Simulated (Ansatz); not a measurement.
**Cu: under pressure**

A pressure series on Cu (-3 to 60 GPa): equation of state, axes and gap.

Program: Ansatz 0.2.0. Level of theory: DFT PBE, scalar-relativistic, plane waves, PAW. These are calculated values, not measurements.

1 further run of the same task is left out (set aside as unsound or not needed).

## 1. The system as given

Symmetry: I4/mmm, No. 139, tetragonal system. Conventional cell: a = 2.951 Å, b = 2.951 Å, c = 2.759 Å, α = 90.00°, β = 90.00°, γ = 90.00°. Cu (site symmetry 4/mmm) has 10 Cu at 2.50 to 2.76 Å as nearest neighbours.

As a file:

```cif
data_structure
_symmetry_space_group_name_H-M 'P 1'
_symmetry_Int_Tables_number 1
_cell_length_a 2.5015
_cell_length_b 2.5015
_cell_length_c 2.5015
_cell_angle_alpha 107.706
_cell_angle_beta 107.706
_cell_angle_gamma 113.062
_cell_volume 12.01
loop_
_atom_site_label
_atom_site_type_symbol
_atom_site_fract_x
_atom_site_fract_y
_atom_site_fract_z
_atom_site_occupancy
Cu1 Cu 0.00000 0.00000 0.00000 1
```

It goes back to an entry of the Materials Project, which need not be the stable form.

It is the result of an earlier relaxation at this level (volume 12.01 Å³/atom; gap on the mesh: none (metal)).

## 2. Relaxing at -3 GPa

File input.yaml:

```yaml
crystal:
  lattice:
    - [-1.4893319974, 1.4893319974, 1.3924587835]
    - [1.4893319974, -1.4893319974, 1.3924587835]
    - [1.4893319974, 1.4893319974, -1.3924587835]
  atoms:
    - { symbol: Cu, position: [0.0, 0.0, 0.0] }
basis:
  ecutwfc: 420
kpoints:
  mp_grid: { grid: [20, 20, 20] }
hamiltonian:
  xc: pbe
scf:
  occupations: { method: gaussian, width: 0.1 }
output:
  forces: true
  stress: true
  eigenvalues: true
relax:
  adjacent_minimum: "off"
  f_tol: 0.008
  max_steps: 50
  cell: { stress_tol: 0.08, p_target: -3.0 }
```

The session goes on with these runs: relaxing at 3 GPa; target pressure 8 GPa; 15 GPa; target pressure 30 GPa; relaxing at 60 GPa.

Before running it: what results should come out? Wanted: bulk modulus B0; B0'.

The runs gave:

| quantity | value |
| --- | --- |
| volume at 60 GPa | 9.46 Å³/atom, V/V0 = 0.787 |
| bulk modulus B0 (third-order Birch-Murnaghan) | 138 GPa |
| B0' | 5.0 |

What this shows: At 60 GPa the crystal has lost 21.3 % of its volume. A third-order Birch-Murnaghan curve fits the points with B0 = 138 GPa. Other structures may take over in this range; these runs cannot find them.
